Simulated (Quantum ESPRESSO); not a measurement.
## Sb: Wannier functions under several settings

```
CELL_PARAMETERS angstrom
-1.57654 1.57654 2.71194
1.57654 -1.57654 2.71194
1.57654 1.57654 -2.71194
ATOMIC_POSITIONS crystal
Sb 0.00000 0.00000 0.00000
```

This isn't the form of Sb at room conditions, which is rhombohedral.

All runs used Quantum ESPRESSO 7.5; potentials GBRV 1.5 LDA; k mesh 10 × 10 × 10; given cell; no spin polarisation; cutoff 612 eV; occupations fermi-dirac, width 0.05 eV.

```tsv
level	start	Wannier mesh	spread a function (Å²)	RMS miss of the bands (meV)
LDA	atomic projections with disentanglement	7 × 7 × 7	2.21	57
LDA	atomic projections with disentanglement, not minimised	7 × 7 × 7	2.40	54
LDA	SCDM with an erfc weight	7 × 7 × 7	?	?
```

Q: What stands in the row left open?

A: Spread a function 2.08 Å²; RMS miss of the bands 86 meV.

